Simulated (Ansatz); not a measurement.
## LiF: band gap against volume per atom

Results calculated with Ansatz 0.2.0, not measured. Periodic Kohn-Sham DFT of a crystal at fixed atoms; Kohn-Sham levels at symmetry points; band -1 is the highest filled and +1 the lowest empty one at that point, spin up along a +z start moment.

Cell of the first row (space group Fm-3m, No. 225):
```
cell vectors (Å)
   0.0000     1.9729     1.9729
   1.9729     0.0000     1.9729
   1.9729     1.9729     0.0000
atoms (fractions of the cell vectors)
Li  0.00000  0.00000  0.00000
F   0.50000  0.50000  0.50000
```

Settings of every row: method all-electron LAPW; functional LDA; relativity scalar; k mesh 10x10x10; filling fermi-dirac; smearing width 0.03 eV; basis error target 1 meV/atom; nucleus gaussian.

Atom start moment: 0 on all atoms.

Limits: semilocal functionals tend to give too small a gap.

| row | volume per atom (Å³) | band gap (eV) | smallest direct gap on path (eV) |
| --- | --- | --- | --- |
| 1 | 7.679 | 9.395 | 9.396 |
| 2 | 7.842 | 9.194 | 9.195 |
| 3 | 8.006 | 9.002 | 9.003 |
| 4 | 8.087 | 8.91 | 8.911 |
| 5 | 8.169 | ? | ? |
| 6 | 8.251 | 8.731 | 8.732 |
| 7 | 8.333 | 8.645 | 8.646 |
| 8 | 8.496 | 8.478 | 8.479 |
| 9 | 8.659 | 8.319 | 8.32 |

Question: what band gap should row 5 give?

Worked fit of band gap. Take t = volume per atom − 8.2, in Å³. The shown rows have t = -0.521, -0.358, -0.194, -0.113, 0.051, 0.133, 0.296, 0.459. Least squares give band gap = 8.7858 − 1.0869 × t + 0.1555 × t² eV; a straight line predicts inner rows, each left out in turn, worse (root mean square 0.012 against 0.00085 eV). The rows lie off it by 0.001, -0.001, -0.001, -0.001, 0.000, 0.001, 0.000, -0.001. The withheld row has t = -0.031, so the fit gives 8.7858 − 1.0869 × (-0.031) + 0.1555 × (-0.031)² = 8.820 eV.

The calculation gave 8.819 eV. The fit lies 0.001 eV (0.093 % of the column's range) above it, one unit of the last digit.

The other values of row 5: smallest direct gap on path 8.821 eV.
